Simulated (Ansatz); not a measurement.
**Li: do energies and stresses tell the same story?**

These are results of Ansatz, DFT PBE+D3(BJ), scalar-relativistic, plane waves, PAW, not measurements.

Cutoff 420 eV; k points 18×18×18 on the computed 1-atom cell (Γ-centred); Gaussian smearing, width 0.10 eV; no spin polarisation.

Relaxed cell: Fm-3m, a = 4.177 Å, b = 4.177 Å, c = 4.177 Å, α = 90.00°, β = 90.00°, γ = 90.00°, 1 atom in the primitive cell. This fcc form isn't the element's structure at ambient conditions.

Energies at zero smearing and pressures from the stress tensor, at volumes with shape and atoms relaxed:
| V (Å³/atom) | E − E(first) (meV/atom) | P (GPa) |
| --- | --- | --- |
| 16.033 | 0.00 | 2.487 |
| 16.579 | -7.16 | 1.736 |
| 17.126 | -11.92 | 1.081 |
| 17.672 | -14.59 | 0.508 |
| 18.219 | -15.42 | 0.006 |
| 18.765 | -14.64 | -0.435 |
| 19.312 | -12.46 | -0.823 |
| 20.041 | -7.63 | -1.269 |

Q: Check P = −dE/dV between neighbouring volumes, and get the bulk modulus from the pressures alone.

A: With 1 eV/Å³ = 160.2 GPa:
```csv
middle V (Å³/atom),−ΔE/ΔV (GPa),mean P (GPa)
16.306,2.099,2.112
16.853,1.396,1.409
17.399,0.781,0.795
17.946,0.244,0.257
18.492,-0.227,-0.215
19.039,-0.641,-0.629
19.676,-1.061,-1.046
```

The two differ by 0.014 GPa at most. The mean of two end pressures misses the average over a step by about ΔV² P″/12, up to 0.009 GPa here; with that taken off 0.008 GPa remains. Around V = 18.219 Å³/atom, the two neighbours give B = −V ΔP/ΔV = 18.219 × 0.943 / 1.093 = 15.7 GPa, against B0 = 15.7 GPa from the Birch–Murnaghan fit of the energies.